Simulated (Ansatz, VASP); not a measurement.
# Two plane-wave programs on SiC

INCAR

```
PREC = Accurate
ENCUT = 500
EDIFF = 1E-7
ISMEAR = -1
SIGMA = 0.05
LREAL = F
LASPH = T
NELM = 60
ALGO = Fast
ISIF = 2
LWAVE = F
LCHARG = F
GGA = PE
NBANDS = 26
```

The input KPOINTS:

```
Automatic mesh
0
Gamma
  10 10 3
```

POSCAR

```
SiC
1.0
    3.0756941497      0.0000000000      0.0000000000
   -1.5378470748      2.6636292679      0.0000000000
    0.0000000000      0.0000000000     10.0706464800
Si C
4 4
Direct
    0.0000000000      0.0000000000      0.1878943800
    0.0000000000      0.0000000000      0.6878943800
    0.3333333333      0.6666666667      0.4378419800
    0.6666666667      0.3333333333      0.9378419800
    0.0000000000      0.0000000000      0.0004600500
    0.0000000000      0.0000000000      0.5004600500
    0.3333333333      0.6666666667      0.2498025900
    0.6666666667      0.3333333333      0.7498025900
```

KPOINTS_OPT

```
path GMKGALHA,LM,KH
10
line-mode
reciprocal
 0.0000000000  0.0000000000  0.0000000000  G
 0.5000000000  0.0000000000  0.0000000000  M

 0.5000000000  0.0000000000  0.0000000000  M
 0.3333333333  0.3333333333  0.0000000000  K

 0.3333333333  0.3333333333  0.0000000000  K
 0.0000000000  0.0000000000  0.0000000000  G

 0.0000000000  0.0000000000  0.0000000000  G
 0.0000000000  0.0000000000  0.5000000000  A

 0.0000000000  0.0000000000  0.5000000000  A
 0.5000000000  0.0000000000  0.5000000000  L

 0.5000000000  0.0000000000  0.5000000000  L
 0.3333333333  0.3333333333  0.5000000000  H

 0.3333333333  0.3333333333  0.5000000000  H
 0.0000000000  0.0000000000  0.5000000000  A

 0.5000000000  0.0000000000  0.5000000000  L
 0.5000000000  0.0000000000  0.0000000000  M

 0.3333333333  0.3333333333  0.0000000000  K
 0.3333333333  0.3333333333  0.5000000000  H
```

The input input.yaml:

```yaml
crystal:
  lattice:
    - [3.0756941497, 0.0, 0.0]
    - [-1.5378470748, 2.6636292679, 0.0]
    - [0.0, 0.0, 10.07064648]
  atoms:
    - { symbol: Si, position: [0.0, 0.0, 0.18789438] }
    - { symbol: Si, position: [0.0, 0.0, 0.68789438] }
    - { symbol: Si, position: [0.3333333333, 0.6666666667, 0.43784198] }
    - { symbol: Si, position: [0.6666666667, 0.3333333333, 0.93784198] }
    - { symbol: C, position: [0.0, 0.0, 0.00046005] }
    - { symbol: C, position: [0.0, 0.0, 0.50046005] }
    - { symbol: C, position: [0.3333333333, 0.6666666667, 0.24980259] }
    - { symbol: C, position: [0.6666666667, 0.3333333333, 0.74980259] }
hamiltonian:
  xc: pbe
  pseudopotentials: { kind: paw }
kpoints:
  mp_grid: { grid: [10, 10, 3] }
  band_path:
    path:
      - [[0.0, 0.0, 0.0], [0.5, 0.0, 0.0], [0.3333333333, 0.3333333333, 0.0], [0.0, 0.0, 0.0], [0.0, 0.0, 0.5], [0.5, 0.0, 0.5], [0.3333333333, 0.3333333333, 0.5], [0.0, 0.0, 0.5]]
      - [[0.5, 0.0, 0.5], [0.5, 0.0, 0.0]]
      - [[0.3333333333, 0.3333333333, 0.0], [0.3333333333, 0.3333333333, 0.5]]
    npoints: 10
scf:
  occupations: { method: fermi_dirac, width: 0.05 }
  n_extra_bands: 20
output:
  forces: true
  stress: true
  eigenvalues: true
  fatbands: false
```

The cell is a database's computed one.

Alike in both runs: task band structure; functional PBE; k mesh 10 × 10 × 3; occupations fermi-dirac, width 0.05 eV; no spin polarisation.

|  | VASP | Ansatz |
| --- | --- | --- |
| version | VASP 6.6.1 | Ansatz 0.2.0 |
| potentials or method | VASP PAW PBE potentials, release 64 (Si, C) | Ansatz PAW |
| plane-wave cutoff (eV) | 500 | 420 |
| valence electrons in the cell | 32 | 32 |

```tsv
	VASP	Ansatz	Ansatz less VASP
gap on the k mesh at the Fermi level (eV)	2.23	2.23	+0.001
least direct gap on the mesh (eV)	3.35	3.35	+0.002
gap along the band path (eV)	2.23	2.23	+0.001
pressure (GPa)	3.9	3.9	+0.05
largest component of the traceless stress (GPa)	0.09	0.09	+0.004
```
